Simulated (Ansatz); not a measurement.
# SiC: a line through a two-coordinate scan

How does the energy of SiC (P6_3mc, No. 186; 12 atoms in the cell) vary with equal normal strain along x, y and z, at amplitude of mode 32 (814 cm⁻¹) = −0.059 Å?

The COD entry's cell or inner coordinates are ideal or old and differ from later refinements, so a difference from it is no clean test against experiment.

Program: Ansatz 0.2.0. Level of theory: DFT PBE, scalar-relativistic, plane waves, PAW. These are calculated values, not measurements.

12 further runs of the same task are left out: 12 set aside as unsound or not needed.

## 1. The structure to begin with

The structure is hexagonal, space group P6_3mc (No. 186). Conventional cell: a = 3.095 Å, b = 3.095 Å, c = 15.186 Å, α = 90.00°, β = 90.00°, γ = 120.00°. Si (site symmetry 3m) has 4 C at 1.90 Å as nearest neighbours. Si (site symmetry 3m) is surrounded by 4 C at 1.89 to 1.90 Å. C (site symmetry 3m) is surrounded by 4 Si at 1.89 to 1.90 Å. C (site symmetry 3m) is surrounded by 4 Si at 1.90 Å.

Structure file:

```cif
data_structure
_symmetry_space_group_name_H-M 'P6_3mc'
_symmetry_Int_Tables_number 186
_cell_length_a 3.0949
_cell_length_b 3.0949
_cell_length_c 15.1863
_cell_angle_alpha 90.000
_cell_angle_beta 90.000
_cell_angle_gamma 120.000
_cell_volume 125.98
loop_
_atom_site_label
_atom_site_type_symbol
_atom_site_symmetry_multiplicity
_atom_site_Wyckoff_symbol
_atom_site_fract_x
_atom_site_fract_y
_atom_site_fract_z
_atom_site_occupancy
Si1 Si 2 a 0.00000 0.00000 0.12504 1
Si2 Si 2 b 0.33333 0.66667 0.29182 1
Si3 Si 2 b 0.33333 0.66667 0.95831 1
C1 C 2 a 0.00000 0.00000 0.99969 1
C2 C 2 b 0.33333 0.66667 0.16683 1
C3 C 2 b 0.33333 0.66667 0.83332 1
```

This cell was relaxed beforehand with the same method: volume 10.50 Å³/atom, gap on the mesh 2.03 eV.

## 2. What is varied

The energy is mapped over a normal mode and a strain (zone-centre modes of the cell shown) (x along [1 0 0], y along [1 2 0], z along [0 0 1] of the conventional cell).

The axes are (1) amplitude of mode 32 (814 cm⁻¹), largest displacement in the unstrained cell: 11 values from −0.074 Å; (2) equal normal strain along x, y and z: 7 values from −2.50 %.

Nothing else is relaxed (the pattern is fixed in fractional coordinates). Energies count from the relaxed high-symmetry cell. Points are written as (first, second).

The modes come from a phonon run on the reference cell, made beforehand.

The patterns, per unit of each coordinate (Å):

| atom | x1 | y1 | z1 |
| --- | --- | --- | --- |
| Si1 | 0.000 | 0.000 | -0.001 |
| Si2 | 0.000 | 0.000 | 0.001 |
| Si3 | 0.000 | 0.000 | -0.024 |
| Si4 | 0.000 | 0.000 | 0.024 |
| Si5 | 0.000 | 0.000 | -0.021 |
| Si6 | 0.000 | 0.000 | 0.021 |
| C7 | 0.000 | 0.000 | 1.000 |
| C8 | 0.000 | 0.000 | -1.000 |
| C9 | 0.000 | 0.000 | -0.933 |
| C10 | 0.000 | 0.000 | 0.933 |
| C11 | 0.000 | 0.000 | -0.964 |
| C12 | 0.000 | 0.000 | 0.964 |

## 3. Grid point (−0.059 Å, −2.50 %)

The input, input.yaml:

```yaml
crystal:
  lattice:
    - [3.0175641559, 0.0, 0.0]
    - [-1.508782078, 2.6132872166, 0.0]
    - [0.0, 0.0, 14.8066590531]
  atoms:
    - { symbol: Si, position: [0.0, 0.0, 0.1250424503] }
    - { symbol: Si, position: [0.0, 0.0, 0.6250374675] }
    - { symbol: Si, position: [0.3333333333, 0.6666666667, 0.2919122018] }
    - { symbol: Si, position: [0.6666666667, 0.3333333333, 0.791722386] }
    - { symbol: Si, position: [0.3333333333, 0.6666666667, 0.9583927143] }
    - { symbol: Si, position: [0.6666666667, 0.3333333333, 0.4582264355] }
    - { symbol: C, position: [0.0, 0.0, 0.9957901969] }
    - { symbol: C, position: [0.0, 0.0, 0.5035866889] }
    - { symbol: C, position: [0.3333333333, 0.6666666667, 0.1704670362] }
    - { symbol: C, position: [0.6666666667, 0.3333333333, 0.6631920368] }
    - { symbol: C, position: [0.3333333333, 0.6666666667, 0.8370720018] }
    - { symbol: C, position: [0.6666666667, 0.3333333333, 0.3295583838] }
basis:
  ecutwfc: 520.0
kpoints:
  mp_grid: { grid: [12, 12, 2] }
hamiltonian:
  xc: pbe
  pseudopotentials: { kind: paw, azcp: { folder: soft_1 } }
scf:
  occupations: { method: gaussian, width: 0.05 }
output:
  forces: true
  stress: true
  eigenvalues: true
```

The run is started by

```
$ ansatz run input.yaml --threads 4 --pin off --max-ram 8192MiB --backend cpu --events-out ev --progress --plain --runs-dir out
```

The session goes on with these runs: the other points of the line.

Before running it: what results should come out? Wanted: for each run, equal normal strain along x, y and z; energy; slope; pressure; largest force on an atom.

As calculated:

| equal normal strain along x, y and z (%) | step | energy (eV) | slope (eV per %) | pressure (GPa) | band gap on the k-mesh (eV) | largest force on an atom (eV/Å) |
| --- | --- | --- | --- | --- | --- | --- |
| −2.50 | 3 | 0.83 | −0.44 | 19.5 | 1.961 | 2.16 |
| −1.67 | 4 | 0.53 | −0.29 | 12.6 | 1.968 | 2.06 |
| −0.83 | 5 | 0.35 | −0.14 | 6.2 | 1.975 | 1.96 |
| 0.00 | – | 0.29 | −0.01 | 0.6 | 1.981 | 1.87 |
| 0.83 | 6 | 0.33 | 0.11 | −4.5 | 1.986 | 1.78 |
| 1.67 | 7 | 0.47 | 0.22 | −9.1 | 1.990 | 1.70 |
| 2.50 | – | 0.69 | 0.33 | −13.1 | 1.993 | 1.62 |

Energies count from the relaxed high-symmetry cell. Rows without a step come from runs not printed here or follow by symmetry. Slopes come from the forces (and the stress, where the cell changes), not from differences of energies.

In words: Along the line the energy is lowest at 0.00 %, 0.29 eV from the zero. A fit to energies and slopes at the lowest point and its two neighbours puts the minimum at 0.091 %, with a curvature of about 0.15 eV per %². The well is lopsided: two grid steps out, the energy rises by 0.25 eV towards smaller values and 0.18 eV towards larger ones. The highest point computed, at −2.50 %, lies 0.54 eV above the lowest. This is one cut through a surface in two coordinates; the map's lowest point lies off it.

The gaps are Kohn-Sham values of a semilocal functional, not quasiparticle or optical gaps. Such gaps usually fall short of the measured ones.
